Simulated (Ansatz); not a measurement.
A crystal relaxed with r2SCAN in Ansatz has space group Fm-3m (No. 225) and a = 5.605 Å.

```csv
atom,site,x,y,z
Na,4a,0.0000,0.0000,0.0000
Xx,4b,0.5000,0.0000,0.0000
```

r2SCAN gives a direct gap of 5.98 eV at Γ. The HSE06 gap is direct at Γ: 6.56 eV. The PBE gap is direct at Γ: 5.18 eV. Meshes: r2SCAN 8×8×8, HSE06 6×6×6, PBE 8×8×8. r2SCAN's ε∞ is 2.4 in all directions.

Q: Which element is Xx?
A. Br
B. I
C. F
D. Cl

A: D. Xx is Cl: NaCl in the rocksalt structure. Around Na lie 6 Cl at 2.80 Å; around Cl lie 6 Na at 2.80 Å.

No spin polarisation and no zero-point or thermal motion.

The meshes of the hybrids are coarse, so their gaps aren't converged to the digits shown.
